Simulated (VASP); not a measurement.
Input of a VASP 6.6.1 run:

File INCAR:

```
SYSTEM = Si2S
ALGO     = Normal         ! electronic algorithm
EDIFF    = 1E-6           ! SCF threshold, eV
ENCUT    = 520            ! plane-wave cutoff, eV
GGA      = PE             ! functional
ISIF     = 2              ! what is computed and relaxed
ISMEAR   = 0              ! smearing method
LASPH    = .TRUE.         ! aspherical terms in the spheres
LCHARG   = .TRUE.         ! write CHGCAR
LELF     = .TRUE.         ! ELF
LREAL    = .FALSE.        ! projectors in reciprocal space
LVHAR    = .TRUE.       
LWAVE    = .FALSE.        ! write WAVECAR
NBANDS   = 14             ! bands
NELM     = 80             ! most SCF steps
PREC     = Accurate       ! precision mode
SIGMA    = 0.1            ! smearing width, eV
```

File KPOINTS:

```
k-points
0
G
  6 6 4
  0 0 0
```

The input POSCAR:

```
Si2S
1.0
    3.4670845125      0.0000000000      0.0000000000
    0.0000000000      3.4670845125      0.0000000000
    0.0000000000      0.0000000000      5.0113445994
Si S
2 1
Direct
    0.0000000000      0.0000000000      0.0000000000
    0.5000000000      0.5000000000      0.5000000000
    0.0000000000      0.0000000000      0.5000000000
```

Potentials or basis: VASP PAW PBE potentials, release 64 (Si, S).

Run with:

```sh
$ cat potpaw_PBE.64/Si/POTCAR potpaw_PBE.64/S/POTCAR > POTCAR
$ mpirun -np 1 vasp_std > vasp.out
```

(1) What does it give for the pressure?

(2) Predict the band gap on the k mesh.

## Answers

(1) 0.2 GPa.

(2) none (metal or under the smearing width).
